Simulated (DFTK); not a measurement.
Runs of DFTK 0.8.2 on Mo. Symmetry: Im-3m, No. 229, cubic system. Conventional cell: a = 3.168 Å, b = 3.168 Å, c = 3.168 Å, α = 90.00°, β = 90.00°, γ = 90.00°. Around Mo (site symmetry m-3m) lie 8 Mo at 2.74 Å. 

```csv
task,level,potentials or basis,k mesh,cutoff (eV),gap on the mesh (eV),pressure (GPa),V0 of scaled cells (Å³/atom),B0 (GPa)
band structure,r2SCAN,"in-house norm-conserving set (r2SCAN, scalar relativistic)",11 × 11 × 11,1088,none,-3.4,-,-
band structure,LDA,"cp2k.nc.sr.lda.v0_1.semicore.gth (LDA, GTH)",12 × 12 × 12,1415,none,-12.0,-,-
single point,PBEsol,dojo.nc.sr.pbesol.v0_4_1.standard.upf (PBEsol),12 × 12 × 12,1088,none,(b),-,-
equation of state,PBEsol,dojo.nc.sr.pbesol.v0_4_1.standard.upf (PBEsol),12 × 12 × 12,1088,-,-,15.34,283
equation of state,PBEsol,"cp2k.nc.sr.pbe.v0_1.largecore.gth (PBE, GTH)",9 × 9 × 9,1306,-,-,(a),284
```

Alike in all rows: no spin polarisation; cell as given; smearing fermi-dirac 0.05 eV.

Estimate the missing entries.

(a) 15.37; (b) -9.4.

Caveats: GTH potentials come without recommended cutoffs, and this one wasn't checked for convergence (some runs); the potentials were made for another functional, which shifts forces and pressure (some runs).

A k mesh can miss the band edges, and the runs leave out spin-orbit coupling on Mo.

A gap of «none» marks a metal or a gap under the smearing width.
